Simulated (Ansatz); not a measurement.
# HgSe: energy above relaxed cell and pressure against volume per atom

Results calculated with Ansatz 0.2.0, not measured. Plane-wave density functional theory, PAW datasets, Gaussian smearing 0.05 eV: one cell in which all forces lie under 0.002 eV/angstrom; stress (xx yy zz yz xz xy) and pressure positive in compression; site moments are of spin alone; formation energy from the elements run alike, uncorrected.

Cell of the first row (space group F-43m, No. 216):
```
CELL_PARAMETERS angstrom
0.00000 3.07610 3.07610
3.07610 0.00000 3.07610
3.07610 3.07610 0.00000
ATOMIC_POSITIONS crystal
Hg 0.00000 0.00000 0.00000
Se 0.75000 0.75000 0.75000
```

Settings of every row: paw set soft_2; functional PBE; spin treatment spin-orbit; moment partition gaussian weights; spin axis none; wave cutoff 420 eV; k mesh 10x10x10; SCF start atoms; lower state search light; symmetry use detected.

Atom first moment, atom hubbard u: 0 on all atoms.

Limits: only this magnetic order was tried.

| row | volume per atom (Å³) | energy above relaxed cell (meV per atom) | pressure (GPa) | formation energy (eV per atom) |
| --- | --- | --- | --- | --- |
| 1 | 29.106 | 7.22 | 1.984 | -0.2293 |
| 2 | 29.713 | 1.74 | 0.933 | -0.2348 |
| 3 | 30.319 | 0 | 0.001 | -0.2365 |
| 4 | 30.551 | 0.24 | -0.326 | -0.2363 |
| 5 | 30.673 | 0.56 | -0.494 | -0.236 |
| 6 | 30.925 | ? | ? | ? |
| 7 | 31.532 | 6.12 | -1.555 | -0.2304 |
| 8 | 32.441 | 17.7 | -2.496 | -0.2188 |

Question: what energy above relaxed cell and pressure should row 6 give?

Worked fit of energy above relaxed cell. Take u = (V_r/V)^(2/3) − 1 with V_r = 30.551 Å³ an atom, which is twice the finite (Eulerian) strain; such expansions in the strain, on which the Birch-Murnaghan equation of state is built, carry the rest volume and the bulk modulus. The shown rows have u = 0.03283, 0.01871, 0.00509, 0, -0.00265, -0.02085, -0.03923. Least squares give energy above relaxed cell = 0.242 − 93.08 × u + 9155.4 × u² + 4705 × u³ meV per atom; a parabola predicts inner rows, each left out in turn, worse (root mean square 0.059 against 0.0068 meV per atom). The rows lie off it by 0.00, 0.00, -0.01, 0.00, 0.01, 0.00, 0.00. Its lowest point lies at u = 0.0051, or V = 30.32 Å³ an atom, and the curvature there gives the bulk modulus at fixed shape and fractions, B = (4/9)(1 + u)² E″(u)/V = 43.8 GPa. The withheld row has u = -0.00808, so the fit gives 0.242 − 93.08 × (-0.00808) + 9155.4 × (-0.00808)² + 4705 × (-0.00808)³ = 1.59 meV per atom.

The calculation gave 1.59 meV per atom. The fit meets it to the printed digit.

Worked fit of pressure. Take u = (V_r/V)^(2/3) − 1 with V_r = 30.551 Å³ an atom, which is twice the finite (Eulerian) strain; such expansions in the strain, on which the Birch-Murnaghan equation of state is built, carry the rest volume and the bulk modulus. The shown rows have u = 0.03283, 0.01871, 0.00509, 0, -0.00265, -0.02085, -0.03923. Least squares give pressure = −0.3263 + 63.468 × u + 209.04 × u² GPa; a straight line predicts inner rows, each left out in turn, worse (root mean square 0.092 against 0.0026 GPa). The rows lie off it by 0.001, -0.001, -0.001, 0.000, -0.001, 0.004, -0.002. The pressure vanishes at u = 0.0051, or V = 30.32 Å³ an atom, and there the bulk modulus at fixed shape and fractions is B = −V dP/dV = (2/3)(1 + u) dP/du = 43.9 GPa. The withheld row has u = -0.00808, so the fit gives −0.3263 + 63.468 × (-0.00808) + 209.04 × (-0.00808)² = -0.825 GPa.

The calculation gave -0.824 GPa. The fit lies 0.001 GPa (0.022 % of the column's range) below it, one unit of the last digit.

The other values of row 6: formation energy -0.2349 eV per atom.
